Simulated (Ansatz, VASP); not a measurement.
# Hf in VASP and in Ansatz

```xyz
1
Lattice="0.0000 2.2836 2.2836 2.2836 0.0000 2.2836 2.2836 2.2836 0.0000" Properties=species:S:1:pos:R:3 pbc="T T T"
Hf    0.0000    0.0000    0.0000
```

Alike in both runs: task single point; functional r2SCAN; k mesh 16 × 16 × 16; occupations gaussian, width 0.1 eV; no spin polarisation.

```csv
,VASP,Ansatz
version,VASP 6.6.1,Ansatz 0.2.0
potentials or method,"VASP PAW PBE potentials, release 64 (Hf_pv)","scalar-relativistic, plane waves, PAW"
plane-wave cutoff (eV),520,500
valence electrons in the cell,10,26
```

|  | VASP | Ansatz | Ansatz less VASP |
| --- | --- | --- | --- |
| gap on the k mesh at the Fermi level (eV) | none | none | - |
| pressure (GPa) | -6.0 | -5.5 | +0.54 |

A gap of «none» marks a metal or a gap that the smearing closes. With one functional, cell and mesh, what is left measures potentials, basis and numerics. The two sets of potentials don't hold the same shells in valence.

Caveats: the PAW data sets were made with another functional, which shifts forces and pressure a little (VASP). The runs have no spin-orbit coupling, so splittings on Hf are missing.
